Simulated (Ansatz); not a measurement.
**Na: strain energy, fitted**

Na, P6_3/mmc, a = 3.753 Å, c = 12.143 Å. This isn't the element's structure at ambient conditions. Ansatz: PBE, PAW, 420 eV, Γ-centred 18×18×6 mesh on 4 atoms, Gaussian smearing 0.10 eV; no spin polarisation. Series: biaxial strain in the a-b plane, c and atoms relaxed; x is the strain in per cent. y is the free energy over the unstrained cell, V0 = 37.024 Å³/atom.

| x (%) | y (meV/atom) |
| --- | --- |
| -6.0 | ? |
| -4.0 | 6.04 |
| -2.0 | 1.08 |
| 0.0 | 0.00 |
| 2.0 | 2.16 |
| 4.0 | 7.05 |
| 6.0 | 13.85 |

Fit y = c2 x² + c3 x³ to the other rows, turn c2 into a modulus, and predict the missing energy.

Least squares on the rows shown. y = 0.38843 x² + 0.00080815 x³. In eV per unit strain² c2 is 3.884; M is the biaxial modulus (E = M V0 ε²): 3.884 × 160.2 / (37.024) = 16.8 GPa. The unstrained cell keeps some stress along the strain, worth a slope of 0.22 meV/atom per %, which the form leaves out. With a term in x⁴ added, the coefficient of x² becomes 0.4601, 18 % more, which shows how far this figure hangs on the form. At x = -6.0 the fit asked for gives 13.81 meV/atom. The run gave 15.57 meV/atom, so the fit is 1.76 meV/atom too low, 11 % of the span of the series, against an rms of 0.51 meV/atom on the fitted rows. The row lies outside the fitted range. With a term in x⁴ added, a fit to the same known rows predicts 10.31 meV/atom, further off still.